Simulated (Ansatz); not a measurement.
Crystal: Sb.

```
Sb
1.0
    -1.87134    1.87134    1.87134
     1.87134   -1.87134    1.87134
     1.87134    1.87134   -1.87134
Sb
1
Direct
  0.00000 0.00000 0.00000
```

This isn't the form of Sb at room conditions, which is rhombohedral.

Base run:

```yaml
Program: Ansatz 0.2.0
Functional: BLYP
Potentials_or_basis: Ansatz PAW
Cutoff: "420 eV (not typed: the program's choice for these potentials)"
k_mesh: 10 × 10 × 10
Occupations: fermi-dirac, width 0.05 eV
Spin: no spin polarisation
```

Its results: band gap on the k mesh none (metal or under the smearing width); pressure 9.0 GPa.

The run is repeated on the same cell with these changes: functional from BLYP to PBE; occupations from fermi-dirac, width 0.05 eV to gaussian, width 0.012 eV. What comes out?

Band gap on the k mesh none (metal or under the smearing width); pressure 3.1 GPa.

Caveats: spin-orbit coupling is left out, which moves the levels of the heavy elements (some runs); the PAW data sets come from PBE, with cores solved anew for the run's functional, which leaves a small shift of forces and pressure (some runs).
